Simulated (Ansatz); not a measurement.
# Ga: how the settings move a single-point run

How sensitive is a single-point run of Ga to its settings? A reference run comes first, then one run with altered input.

Method: reference: DFT, PBEsol, all-electron LAPW, scalar-relativistic, in Ansatz 0.2.0.

1 further run of the same task is left out (it didn't finish).

### Step 1. The system as given

It takes space group Cmcm (No. 63, orthorhombic). Conventional cell: a = 2.861 Å, b = 8.020 Å, c = 3.127 Å, α = 90.00°, β = 90.00°, γ = 90.00°. Around Ga (site symmetry m2m) lie 8 Ga at 2.64 to 2.86 Å.

As a file:

```cif
data_structure
_symmetry_space_group_name_H-M 'P 1'
_symmetry_Int_Tables_number 1
_cell_length_a 4.2575
_cell_length_b 4.2575
_cell_length_c 3.1272
_cell_angle_alpha 90.000
_cell_angle_beta 90.000
_cell_angle_gamma 140.737
_cell_volume 35.87
loop_
_atom_site_label
_atom_site_type_symbol
_atom_site_fract_x
_atom_site_fract_y
_atom_site_fract_z
_atom_site_occupancy
Ga1 Ga 0.86700 0.13300 0.25000 1
Ga2 Ga 0.13300 0.86700 0.75000 1
```

### Step 2. Baseline

Input file input.yaml:

```yaml
crystal:
  lattice:
    - [1.4304030031, -4.0100608329, 0.0]
    - [1.4304030031, 4.0100608329, 0.0]
    - [0.0, 0.0, 3.1271569102]
  atoms:
    - { symbol: Ga, position: [0.867, 0.133, 0.25] }
    - { symbol: Ga, position: [0.133, 0.867, 0.75] }
kpoints:
  mp_grid: { grid: [15, 15, 13] }
scf:
  occupations: { method: fermi_dirac, width: 0.05 }
hamiltonian:
  xc: pbesol
  pseudopotentials: { kind: all_electron, lapw: { basis_error: 0.00025 } }
output:
  forces: true
  stress: true
  eigenvalues: true
```

The run is started by

```bash
$ ansatz run input.yaml --threads 1 --pin off --max-ram 2048MiB --backend cpu --events-out ev --progress --plain --runs-dir out
```

### Step 3. Changed: n_extra_bands 4

input.yaml: that of step 2 with these lines changed.

```diff
@@ -12,2 +12,3 @@
   occupations: { method: fermi_dirac, width: 0.05 }
+  n_extra_bands: 4
 hamiltonian:
```

**Question.** What will these runs give? Wanted: for each run, ending; energy change; pressure; gap; force.

The runs gave:

```
               run     ending  energy change  pressure (GPa)  gap (eV)  force (eV/Å)  cycles  time
         reference  converged              0             0.3      0.00          0.22       8  95 s
1: n_extra_bands 4  converged   0.0 meV/atom             0.3      0.00          0.22       8  98 s
```

Residual by cycle in the longest SCF loop of each run; runs are numbered as in the table. The quantity is the density residual dr2, in eV.

```
cycle  reference    run 1
    1     0.0416   0.0416
    2     0.0173   0.0173
    3     0.0102   0.0102
    4    0.00347  0.00347
    5     2.2e-4   2.2e-4
    6     5.8e-6   5.8e-6
    7     2.1e-7   2.1e-7
    8     2.4e-8   2.4e-8
```

Energy and cycle count are those of the reference, so the change (band count) left the result and the number of cycles as they were.
